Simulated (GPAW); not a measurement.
# CdTe (F-43m) in GPAW: a series of runs, part 2 of 3

GPAW 26.7.0. The steps go on from the part before.

## (4) Band structure, TPSS, spin-orbit coupling, no magnetisation

The input, run.py:

```python
import numpy as np
from ase.dft.bandgap import bandgap
from ase.io import write
from ase.spacegroup import crystal
from ase.units import GPa
from gpaw import GPAW, PW
from gpaw.spinorbit import soc_eigenstates

# Te 4c
# Cd 4a
atoms = crystal(['Te', 'Cd'],
                basis=[[0.25, 0.25, 0.25],
                       [0.0, 0.0, 0.0]],
                spacegroup=216, setting=1,  # F-43m
                cellpar=[6.41, 6.41, 6.41, 90.0, 90.0, 90.0],
                primitive_cell=True)

calc = GPAW(mode=PW(600),
            xc='MGGA_X_TPSS+MGGA_C_TPSS',
            kpts={'size': (6, 6, 6), 'gamma': True},
            occupations={'name': 'fermi-dirac', 'width': 0.05},
            nbands=18,
            convergence={'density': 1e-05, 'energy': 1e-05},
            eigensolver='davidson',
            maxiter=150,
            txt='gpaw.txt')
atoms.calc = calc
energy = atoms.get_potential_energy()
forces = atoms.get_forces()
stress = atoms.get_stress()
calc.write('gs.gpw')
write('result.traj', atoms)
print(f'Energy: {energy:.6f} eV')
print('Forces (eV/A):')
print(forces.round(4))
print('Stress (GPa):', (stress / GPa).round(3))
print('Fermi level:', round(calc.get_fermi_level(), 4), 'eV')
print(f'Gap: {bandgap(calc)[0]:.4f} eV, direct: {bandgap(calc, direct=True)[0]:.4f} eV')

path = atoms.cell.bandpath('GXWKGLUWLK,UX', npoints=60, eps=1e-4)
bs_calc = calc.fixed_density(kpts=path, symmetry='off', nbands=31,
                             convergence={'bands': 'CBM+6.0', 'eigenstates': 1e-6}, txt='bands.txt')
bs = bs_calc.band_structure()
bs.write('bs.json')
print(f'Gap on the path: {bandgap(bs_calc)[0]:.4f} eV')

soc = soc_eigenstates(bs_calc, theta=0, phi=0, ignore_xc_potential=True)
np.savetxt('soc_bands.dat', soc.eigenvalues(), fmt='%.4f')
mesh = soc_eigenstates('gs.gpw', theta=0, phi=0, ignore_xc_potential=True)
np.savetxt('soc_mesh.dat', mesh.eigenvalues(), fmt='%.4f')
print('Fermi level with spin-orbit coupling:', round(mesh.fermi_level, 4), 'eV')
```

Potentials or basis: GPAW PAW data sets (gpaw-data 1.2.1), pw.

Run with:

```
$ OMP_NUM_THREADS=1 python run.py
```

gpaw.txt:

```text
__  _  _
 | _ |_)|_||  |
 |__||  | ||/\| - 26.7.0

Input parameters:
  mode=PW(ecut=600.0),
  convergence={'density': 1e-05, 'energy': 1e-05},
  eigensolver=Davidson(niter=2),
  kpts=MonkhorstPack(size=(6, 6, 6), gamma=True),
  maxiter=150,
  nbands=18,
  occupations=Occupations(name='fermi-dirac', width=0.05),
  xc=XC(name='MGGA_X_TPSS+MGGA_C_TPSS')

Diagonalizing LCAO Hamiltonian
Converting LCAO to pw mode

            Te

       Cd

Atoms  # Å, Bohr magnetons
|   | symbol |        x |        y |        z |    initial magnetic moments |
|---|--------|----------|----------|----------|-----------------------------|
| 0 |     Te | 1.602500 | 1.602500 | 1.602500 | ( 0.0000,  0.0000,  0.0000) |
| 1 |     Cd | 0.000000 | 0.000000 | 0.000000 | ( 0.0000,  0.0000,  0.0000) |

Unit cell  # Å
| periodic |        x |        y |        z |  lengths |    angles |
|----------|----------|----------|----------|----------|-----------|
|      yes | 0.000000 | 3.205000 | 3.205000 | 4.532554 | 60.000000 |
|      yes | 3.205000 | 0.000000 | 3.205000 | 4.532554 | 60.000000 |
|      yes | 3.205000 | 3.205000 | 0.000000 | 4.532554 | 60.000000 |

Number of symmetries: 24
Symmetry operations  # r_c * U_cc + t_c -> r_c
|    | kind |            matrix            |
|----|------|------------------------------|
|  0 |  E   |  1, 0, 0,  0, 1, 0,  0, 0, 1 |
|  1 |  σ   |  1, 0, 0,  0, 0, 1,  0, 1, 0 |
|  2 |  σ   |  1, 0,-1,  0, 1,-1,  0, 0,-1 |
|  3 |  C3  |  1, 0,-1,  0, 0,-1,  0, 1,-1 |
|  4 |  C3  |  1,-1, 0,  0,-1, 1,  0,-1, 0 |
|  5 |  σ   |  1,-1, 0,  0,-1, 0,  0,-1, 1 |
[... 153 lines left out ...]
|iter:   1| |   43.333679 | +1.46 |       |
|iter:   2| |  -16.130421 | +0.47 | -0.84 |
|iter:   3| |  -16.410309 | -1.30 | -1.25 |
|iter:   4| |  -16.183422 | -1.59 | -1.25 |
|iter:   5| |  -16.210311 | -2.76 | -1.56 |
|iter:   6| |  -16.186761 | -3.11 | -1.59 |
|iter:   7| |  -16.179580 | -3.07 | -1.93 |
|iter:   8| |  -16.179704 | -4.84 | -2.69 |
|iter:   9| |  -16.179839 | -5.03 | -2.80 |
|iter:  10| |  -16.179816c| -6.27 | -3.08 |
|iter:  11| |  -16.179806c| -6.19 | -3.12 |
|iter:  12| |  -16.179783c| -5.74 | -3.25 |
|iter:  13| |  -16.179790c| -6.58 | -3.75 |
|iter:  14| |  -16.179791c| -7.54c| -4.30 |
|iter:  15| |  -16.179791c| -8.35c| -4.85 |
|iter:  16| |  -16.179791c| -9.66c| -5.63c|

Converged in 16 steps
Energy contributions relative to reference atoms: (reference = -336963.801770)

Energy contributions:
  Kinetic:          19.532637
  Coulomb:         -17.637451
  Zero:              0.396431
  External:          0.000000
  Xc:              -18.471408
  Entropy:          -0.000000
  Spinorbit:         0.000000
  ----------------------------
  Free energy:     -16.179791
  Extrapolated:    -16.179791

dipole moment: (-25.765284, -25.765284, -25.765284)  # |e|*Ang

Fermi level: 4.604
Eigenvalues  # (at kpt = [0.000, 0.000, 0.000])
| band index |      eig [eV] | occ [0-2] |
|------------|---------------|-----------|
|          0 |        -7.416 |     2.000 |
|          1 |        -4.342 |     2.000 |
|          2 |        -4.342 |     2.000 |
|          3 |        -4.342 |     2.000 |
|          4 |        -4.062 |     2.000 |
|          5 |        -4.062 |     2.000 |
[... 10 lines left out ...]
|         16 |        14.346 |     0.000 |
|         17 |        14.346 |     0.000 |

Gap: 1.080 eV
Transition (v -> c):
  (s=0, k=0, n=8, [0.00, 0.00, 0.00]) -> (s=0, k=0, n=9, [0.00, 0.00, 0.00])
No difference between direct/indirect transitions

Forces  # eV/Ang
|       x |       y |       z |
|---------|---------|---------|
| 0.00000 | 0.00000 | 0.00000 |  # Te   0
| 0.00000 | 0.00000 | 0.00000 |  # Cd   1

Stress tensor  # eV/Ang^3
|         x |         y |         z |
|-----------|-----------|-----------|
| -0.020886 |  0.000000 | -0.000000 |
|  0.000000 | -0.020886 | -0.000000 |
| -0.000000 | -0.000000 | -0.020886 |

# Writing to gs.gpw (mode='')
```

bands.txt:

```text
Diagonalizing LCAO Hamiltonian
Converting LCAO to pw mode
convergence criteria:
- Maximum integral of absolute [eigenst]ate change: 1e-06 eV^2 / valence electron
maximum number of iterations: 150

SCF iterations
|iter     | |      energy | eigst |  dens |
|---------|-|-------------|-------|-------|
[... 69 lines left out ...]
         [0.41071429, 0.41071429, 0.67857143],
         [0.39285714, 0.39285714, 0.71428571],
         [0.375     , 0.375     , 0.75      ],
         [0.625     , 0.25      , 0.625     ],
         [0.59375   , 0.1875    , 0.59375   ],
         [0.5625    , 0.125     , 0.5625    ],
         [0.53125   , 0.0625    , 0.53125   ],
         [0.5       , 0.        , 0.5       ]])),
  maxiter=150,
  nbands=31,
  occupations=Occupations(name='fermi-dirac', width=0.05),
  symmetry=Symmetry(point_group=False, time_reversal=False),
  xc=XC(name='MGGA_X_TPSS+MGGA_C_TPSS')
```

Run time: 3.6 min. Hardware: 1 thread of Arm Neoverse V1, shared host; peak memory 0.43 GiB.

What came out:

| Item | Value |
| --- | --- |
| Free energy | -16.1798 eV |
| Pressure | 3.3 GPa |
| Band gap on the k mesh | 0.77 eV, direct |
| Band gap along the path | 0.77 eV, direct |

Levels at the corners of the path, in eV from the valence-band top:
```tsv
point	band 15	band 16	band 17	band 18	band 19	band 20	band 21	band 22
Γ	0.00	0.00	0.00	0.00	0.77	0.77	4.14	4.14
X	-2.52	-2.52	-2.15	-2.15	2.35	2.35	2.47	2.47
W	-3.13	-2.64	-2.63	-2.60	3.94	4.38	4.49	4.56
K	-3.25	-2.93	-1.98	-1.94	2.67	2.71	4.28	4.49
Γ	0.00	0.00	0.00	0.00	0.77	0.77	4.14	4.14
L	-1.44	-1.44	-0.87	-0.87	1.69	1.69	4.92	4.92
U	-3.25	-2.93	-1.98	-1.94	2.67	2.71	4.28	4.49
W	-3.13	-2.64	-2.63	-2.60	3.94	4.38	4.49	4.56
L	-1.44	-1.44	-0.87	-0.87	1.69	1.69	4.92	4.92
K	-3.25	-2.93	-1.98	-1.94	2.67	2.71	4.28	4.49
U	-3.25	-2.93	-1.98	-1.94	2.67	2.71	4.28	4.49
X	-2.52	-2.52	-2.15	-2.15	2.35	2.35	2.47	2.47
```

Caveat: spin-orbit coupling was added after a scalar SCF, so levels and gaps hold it while energy, forces, pressure and moments don't; this program's spin-orbit splittings come out too wide for heavy elements; the PAW data sets were made with another functional, which shifts forces and pressure a little.

## (5) Equation of state, rSCAN

The input, run.py:

```python
from ase.eos import EquationOfState
from ase.io import Trajectory
from ase.spacegroup import crystal
from ase.units import GPa
from gpaw import GPAW, PW

# Te 4c
# Cd 4a
atoms = crystal(['Te', 'Cd'],
                basis=[[0.25, 0.25, 0.25],
                       [0.0, 0.0, 0.0]],
                spacegroup=216, setting=1,  # F-43m
                cellpar=[6.41, 6.41, 6.41, 90.0, 90.0, 90.0],
                primitive_cell=True)

traj = Trajectory('eos.traj', 'w')
volumes, energies = [], []
for x in [0.94, 0.96, 0.98, 1.0, 1.02, 1.04, 1.06]:
    a = atoms.copy()
    a.set_cell(atoms.cell * x**(1 / 3), scale_atoms=True)
    calc = GPAW(mode=PW(600),
                xc='MGGA_X_RSCAN+MGGA_C_RSCAN',
                kpts={'size': (6, 6, 6), 'gamma': True},
                occupations={'name': 'fermi-dirac', 'width': 0.05},
                nbands=18,
                convergence={'density': 1e-05, 'energy': 1e-05},
                maxiter=150,
                txt=f'eos-{x:.2f}.txt')
    a.calc = calc
    energies.append(a.get_potential_energy(force_consistent=True))
    volumes.append(a.get_volume())
    p = -a.get_stress()[:3].mean() / GPa
    calc.write(f'eos-{x:.2f}.gpw')
    traj.write(a)
    print(f'{x:.2f} {volumes[-1]:10.4f} A^3 {energies[-1]:14.6f} eV {p:9.3f} GPa', flush=True)

v0, e0, B = EquationOfState(volumes, energies, eos='birchmurnaghan').fit()
print(f'V0 = {v0:.4f} A^3, E0 = {e0:.6f} eV, B0 = {B / GPa:.2f} GPa')
```

Run with:

```
$ OMP_NUM_THREADS=1 python run.py
```

Run time: 6.8 min. Hardware: 1 thread of Arm Neoverse V1, shared host; peak memory 0.96 GiB.

Results (log left out):

- Equilibrium volume: 35.06 Å³/atom (rough: see the caveat)
- Bulk modulus: 40 GPa (rough)

Energy against volume, from the lowest point:
| volume (Å³/atom) | energy (meV/atom) |
| --- | --- |
| 30.947 | 76.59 |
| 31.605 | 51.91 |
| 32.263 | 32.69 |
| 32.922 | 18.35 |
| 33.580 | 8.42 |
| 34.239 | 2.44 |
| 34.897 | 0.00 |

Caveat: the minimum lies outside the volumes run; the PAW data sets were made with another functional, which shifts forces and pressure a little. The run has no spin-orbit coupling, so splittings on Te are missing.

## (6) Band structure, BEEF-vdW, spin-orbit coupling, no magnetisation

The input, run.py:

```python
import numpy as np
import spglib
from ase import Atoms
from ase.dft.bandgap import bandgap
from ase.io import read, write
from gpaw import GPAW, PW
from gpaw.spinorbit import soc_eigenstates

atoms = read('CdTe.cif')
cell, positions, numbers = spglib.find_primitive(
    (atoms.cell[:], atoms.get_scaled_positions(), atoms.numbers), symprec=1e-4)
atoms = Atoms(numbers, cell=cell, scaled_positions=positions, pbc=True)

calc = GPAW(mode=PW(600),
            xc={'name': 'BEEF-vdW', 'backend': 'libvdwxc'},
            kpts={'size': (6, 6, 6), 'gamma': True},
            occupations={'name': 'fermi-dirac', 'width': 0.05},
            nbands=18,
            convergence={'density': 1e-05, 'energy': 1e-05},
            maxiter=150,
            txt='gpaw.txt')
atoms.calc = calc
energy = atoms.get_potential_energy()
forces = atoms.get_forces()
calc.write('gs.gpw')
write('result.traj', atoms)
print(f'Energy: {energy:.6f} eV')
print('Forces (eV/A):')
print(forces.round(4))
print('Fermi level:', round(calc.get_fermi_level(), 4), 'eV')
print(f'Gap: {bandgap(calc)[0]:.4f} eV, direct: {bandgap(calc, direct=True)[0]:.4f} eV')

path = atoms.cell.bandpath('GXWKGLUWLK,UX', npoints=60, eps=1e-4)
bs_calc = calc.fixed_density(kpts=path, symmetry='off', nbands=31,
                             convergence={'bands': 'CBM+6.0', 'eigenstates': 1e-6}, txt='bands.txt')
bs = bs_calc.band_structure()
bs.write('bs.json')
print(f'Gap on the path: {bandgap(bs_calc)[0]:.4f} eV')

soc = soc_eigenstates(bs_calc, theta=0, phi=0)
np.savetxt('soc_bands.dat', soc.eigenvalues(), fmt='%.4f')
mesh = soc_eigenstates('gs.gpw', theta=0, phi=0)
np.savetxt('soc_mesh.dat', mesh.eigenvalues(), fmt='%.4f')
print('Fermi level with spin-orbit coupling:', round(mesh.fermi_level, 4), 'eV')
```

The input, CdTe.cif:

```cif
data_CdTe
_cell_length_a 6.41000000
_cell_length_b 6.41000000
_cell_length_c 6.41000000
_cell_angle_alpha 90.00000000
_cell_angle_beta 90.00000000
_cell_angle_gamma 90.00000000
_space_group_name_H-M_alt 'F-43m'
_space_group_name_Hall 'F -4 2 3'
_space_group_IT_number 216
loop_
_space_group_symop_operation_xyz
'x,y,z'
'y,-x,-z'
'-x,-y,z'
'-y,x,-z'
'x,-y,-z'
'y,x,z'
'-x,y,-z'
'-y,-x,z'
'z,x,y'
'-z,y,-x'
'z,-x,-y'
'-z,-y,x'
'-z,x,-y'
'z,y,x'
'-z,-x,y'
'z,-y,-x'
'y,z,x'
'-x,-z,y'
'-y,z,-x'
'x,-z,-y'
'-y,-z,x'
'x,z,y'
'y,-z,-x'
'-x,z,-y'
'x,y+1/2,z+1/2'
'y,-x+1/2,-z+1/2'
'-x,-y+1/2,z+1/2'
'-y,x+1/2,-z+1/2'
'x,-y+1/2,-z+1/2'
'y,x+1/2,z+1/2'
'-x,y+1/2,-z+1/2'
'-y,-x+1/2,z+1/2'
'z,x+1/2,y+1/2'
'-z,y+1/2,-x+1/2'
'z,-x+1/2,-y+1/2'
'-z,-y+1/2,x+1/2'
'-z,x+1/2,-y+1/2'
'z,y+1/2,x+1/2'
'-z,-x+1/2,y+1/2'
'z,-y+1/2,-x+1/2'
'y,z+1/2,x+1/2'
'-x,-z+1/2,y+1/2'
'-y,z+1/2,-x+1/2'
'x,-z+1/2,-y+1/2'
'-y,-z+1/2,x+1/2'
'x,z+1/2,y+1/2'
'y,-z+1/2,-x+1/2'
'-x,z+1/2,-y+1/2'
'x+1/2,y,z+1/2'
'y+1/2,-x,-z+1/2'
'-x+1/2,-y,z+1/2'
'-y+1/2,x,-z+1/2'
'x+1/2,-y,-z+1/2'
'y+1/2,x,z+1/2'
'-x+1/2,y,-z+1/2'
'-y+1/2,-x,z+1/2'
'z+1/2,x,y+1/2'
'-z+1/2,y,-x+1/2'
'z+1/2,-x,-y+1/2'
'-z+1/2,-y,x+1/2'
'-z+1/2,x,-y+1/2'
'z+1/2,y,x+1/2'
'-z+1/2,-x,y+1/2'
'z+1/2,-y,-x+1/2'
'y+1/2,z,x+1/2'
'-x+1/2,-z,y+1/2'
'-y+1/2,z,-x+1/2'
'x+1/2,-z,-y+1/2'
'-y+1/2,-z,x+1/2'
'x+1/2,z,y+1/2'
'y+1/2,-z,-x+1/2'
'-x+1/2,z,-y+1/2'
'x+1/2,y+1/2,z'
'y+1/2,-x+1/2,-z'
'-x+1/2,-y+1/2,z'
'-y+1/2,x+1/2,-z'
'x+1/2,-y+1/2,-z'
'y+1/2,x+1/2,z'
'-x+1/2,y+1/2,-z'
'-y+1/2,-x+1/2,z'
'z+1/2,x+1/2,y'
'-z+1/2,y+1/2,-x'
'z+1/2,-x+1/2,-y'
'-z+1/2,-y+1/2,x'
'-z+1/2,x+1/2,-y'
'z+1/2,y+1/2,x'
'-z+1/2,-x+1/2,y'
'z+1/2,-y+1/2,-x'
'y+1/2,z+1/2,x'
'-x+1/2,-z+1/2,y'
'-y+1/2,z+1/2,-x'
'x+1/2,-z+1/2,-y'
'-y+1/2,-z+1/2,x'
'x+1/2,z+1/2,y'
'y+1/2,-z+1/2,-x'
'-x+1/2,z+1/2,-y'
loop_
_atom_site_label
_atom_site_type_symbol
_atom_site_symmetry_multiplicity
_atom_site_Wyckoff_symbol
_atom_site_fract_x
_atom_site_fract_y
_atom_site_fract_z
_atom_site_occupancy
Te1 Te 4 c 0.2500000000 0.2500000000 0.2500000000 1
Cd1 Cd 4 a 0.0000000000 0.0000000000 0.0000000000 1
```

Potentials or basis: GPAW PAW data sets (gpaw-data 1.2.1), pw.

Run with:

```
$ OMP_NUM_THREADS=1 python run.py
```

gpaw.txt:

```text
__  _  _
 | _ |_)|_||  |
 |__||  | ||/\| - 26.7.0

Input parameters:
  mode=PW(ecut=600.0),
  convergence={'density': 1e-05, 'energy': 1e-05},
  kpts=MonkhorstPack(size=(6, 6, 6), gamma=True),
  maxiter=150,
  nbands=18,
  occupations=Occupations(name='fermi-dirac', width=0.05),
  xc=XC(name='BEEF-vdW', backend='libvdwxc')

Diagonalizing LCAO Hamiltonian
Converting LCAO to pw mode

            Te

       Cd

Atoms  # Å, Bohr magnetons
|   | symbol |        x |        y |        z |    initial magnetic moments |
|---|--------|----------|----------|----------|-----------------------------|
| 0 |     Te | 1.602500 | 1.602500 | 1.602500 | ( 0.0000,  0.0000,  0.0000) |
| 1 |     Cd | 0.000000 | 0.000000 | 0.000000 | ( 0.0000,  0.0000,  0.0000) |

Unit cell  # Å
| periodic |        x |        y |        z |  lengths |    angles |
|----------|----------|----------|----------|----------|-----------|
|      yes | 0.000000 | 3.205000 | 3.205000 | 4.532554 | 60.000000 |
[... 176 lines left out ...]
|iter:   6| | -323.624150 | -4.94 | -2.87 |
|iter:   7| | -323.624167c| -6.04 | -3.32 |
|iter:   8| | -323.624168c| -7.21 | -4.13 |
|iter:   9| | -323.624168c| -8.03c| -4.57 |
|iter:  10| | -323.624168c| -8.62c| -5.56c|

Converged in 10 steps
Energy contributions relative to reference atoms: (reference = -336963.801770)

Energy contributions:
  Kinetic:          52.178894
  Coulomb:         -47.942631
  Zero:              0.478586
  External:          0.000000
  Xc:             -328.339017
  Entropy:          -0.000001
  Spinorbit:         0.000000
  ----------------------------
  Free energy:    -323.624168
  Extrapolated:   -323.624168

dipole moment: (-25.500704, -25.500704, -25.500704)  # |e|*Ang

Fermi level: 4.454
Eigenvalues  # (at kpt = [0.000, 0.000, 0.000])
| band index |      eig [eV] | occ [0-2] |
|------------|---------------|-----------|
|          0 |        -7.339 |     2.000 |
|          1 |        -4.667 |     2.000 |
|          2 |        -4.667 |     2.000 |
|          3 |        -4.667 |     2.000 |
|          4 |        -4.403 |     2.000 |
|          5 |        -4.403 |     2.000 |
[... 10 lines left out ...]
|         16 |        14.075 |     0.000 |
|         17 |        14.075 |     0.000 |

Gap: 0.991 eV
Transition (v -> c):
  (s=0, k=0, n=8, [0.00, 0.00, 0.00]) -> (s=0, k=0, n=9, [0.00, 0.00, 0.00])
No difference between direct/indirect transitions

Forces  # eV/Ang
|        x |        y |        z |
|----------|----------|----------|
| -0.00000 | -0.00000 | -0.00000 |  # Te   0
| -0.00000 | -0.00000 | -0.00000 |  # Cd   1

# Writing to gs.gpw (mode='')
```

bands.txt:

```text
Diagonalizing LCAO Hamiltonian
Converting LCAO to pw mode
convergence criteria:
- Maximum integral of absolute [eigenst]ate change: 1e-06 eV^2 / valence electron
maximum number of iterations: 150

SCF iterations
|iter     | |      energy | eigst |  dens |
|---------|-|-------------|-------|-------|
[... 66 lines left out ...]
         [0.41071429, 0.41071429, 0.67857143],
         [0.39285714, 0.39285714, 0.71428571],
         [0.375     , 0.375     , 0.75      ],
         [0.625     , 0.25      , 0.625     ],
         [0.59375   , 0.1875    , 0.59375   ],
         [0.5625    , 0.125     , 0.5625    ],
         [0.53125   , 0.0625    , 0.53125   ],
         [0.5       , 0.        , 0.5       ]])),
  maxiter=150,
  nbands=31,
  occupations=Occupations(name='fermi-dirac', width=0.05),
  symmetry=Symmetry(point_group=False, time_reversal=False),
  xc=XC(name='BEEF-vdW', backend='libvdwxc')
```

It took 61 s on 1 thread of Arm Neoverse V1, shared host; peak memory 0.33 GiB.

Results:

- Free energy: -323.6242 eV
- Band gap on the k mesh: 0.67 eV, direct
- Band gap along the path: 0.67 eV, direct

Levels at the corners of the path, in eV from the valence-band top:
| point | band 14 | band 15 | band 16 | band 17 | band 18 | band 19 | band 20 | band 21 | band 22 | band 23 |
| --- | --- | --- | --- | --- | --- | --- | --- | --- | --- | --- |
| Γ | -0.97 | 0.00 | 0.00 | 0.00 | 0.00 | 0.67 | 0.67 | 4.10 | 4.10 | 4.49 |
| X | -4.73 | -2.45 | -2.45 | -2.07 | -2.07 | 2.28 | 2.28 | 2.44 | 2.44 | 8.55 |
| W | -4.44 | -3.07 | -2.56 | -2.55 | -2.52 | 3.85 | 4.31 | 4.38 | 4.46 | 5.26 |
| K | -4.48 | -3.18 | -2.85 | -1.92 | -1.88 | 2.62 | 2.65 | 4.19 | 4.41 | 7.10 |
| Γ | -0.97 | 0.00 | 0.00 | 0.00 | 0.00 | 0.67 | 0.67 | 4.10 | 4.10 | 4.49 |
| L | -4.87 | -1.43 | -1.43 | -0.83 | -0.83 | 1.64 | 1.64 | 4.85 | 4.85 | 5.01 |
| U | -4.48 | -3.18 | -2.85 | -1.92 | -1.88 | 2.62 | 2.65 | 4.19 | 4.41 | 7.10 |
| W | -4.44 | -3.07 | -2.56 | -2.55 | -2.52 | 3.85 | 4.31 | 4.38 | 4.46 | 5.26 |
| L | -4.87 | -1.43 | -1.43 | -0.83 | -0.83 | 1.64 | 1.64 | 4.85 | 4.85 | 5.01 |
| K | -4.48 | -3.18 | -2.85 | -1.92 | -1.88 | 2.62 | 2.65 | 4.19 | 4.41 | 7.10 |
| U | -4.48 | -3.18 | -2.85 | -1.92 | -1.88 | 2.62 | 2.65 | 4.19 | 4.41 | 7.10 |
| X | -4.73 | -2.45 | -2.45 | -2.07 | -2.07 | 2.28 | 2.28 | 2.44 | 2.44 | 8.55 |

Caveat: spin-orbit coupling was added after a scalar SCF, so levels and gaps hold it while energy, forces, pressure and moments don't; this program's spin-orbit splittings come out too wide for heavy elements; the PAW data sets were made with another functional, which shifts forces and pressure a little.

(Continued in part 3 of 3.)
